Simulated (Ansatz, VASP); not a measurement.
## MgO (Periclase) in VASP and in Ansatz

The input INCAR:

```
SYSTEM = MgO
ALGO = Normal ; EDIFF = 1E-6
EDIFFG = -0.001 ; ENCUT = 600
GGA = PE ; IBRION = 2
ISIF = 3 ; ISMEAR = 0
LASPH = .TRUE. ; LCHARG = .FALSE.
LREAL = .FALSE. ; LWAVE = .FALSE.
NELM = 100 ; NSW = 80
PREC = Accurate ; SIGMA = 0.01
```

Contents of KPOINTS:

```
k-points
0
G
  10 10 10
  0 0 0
```

File POSCAR:

```
MgO
1.0
    0.0000000000      2.1268522620      2.1268522620
    2.1268522620      0.0000000000      2.1268522620
    2.1268522620      2.1268522620      0.0000000000
Mg O
1 1
Direct
    0.0000000000      0.0000000000      0.0000000000
    0.5000000000      0.5000000000      0.5000000000
```

Input for Ansatz:

```yaml
crystal:
  lattice:
    - [0.0, 2.126852262, 2.126852262]
    - [2.126852262, 0.0, 2.126852262]
    - [2.126852262, 2.126852262, 0.0]
  atoms:
    - { symbol: Mg, position: [0.0, 0.0, 0.0] }
    - { symbol: O, position: [0.5, 0.5, 0.5] }
basis:
  ecutwfc: 420
kpoints:
  mp_grid: { grid: [10, 10, 10] }
hamiltonian:
  xc: pbe
scf:
  occupations: { method: fixed }
output:
  forces: true
  stress: true
  eigenvalues: true
relax:
  adjacent_minimum: "off"
  f_tol: 0.001
  max_steps: 60
  cell: { stress_tol: 0.01 }
```

Alike in both runs: task relaxation of cell and atoms; functional PBE; k mesh 10 × 10 × 10; no spin polarisation.

|  | VASP | Ansatz |
| --- | --- | --- |
| version | VASP 6.6.1 | Ansatz 0.2.0 |
| potentials or method | VASP PAW PBE potentials, release 64 (Mg, O) | scalar-relativistic, plane waves, PAW |
| plane-wave cutoff (eV) | 600 | 420 |
| occupations | gaussian, width 0.01 eV | fixed |
| valence electrons in the cell | 8 | 16 |

```csv
,VASP,Ansatz,Ansatz less VASP
"gap on the k mesh at the Fermi level, each at its own relaxed structure (eV)",4.51,4.46,-0.045
relaxed volume (Å³/atom),9.56,9.62,+0.061
relaxed cell length with the largest relative difference (Å),3.001,3.008,+0.0064
```

The two sets of potentials don't hold the same shells in valence.
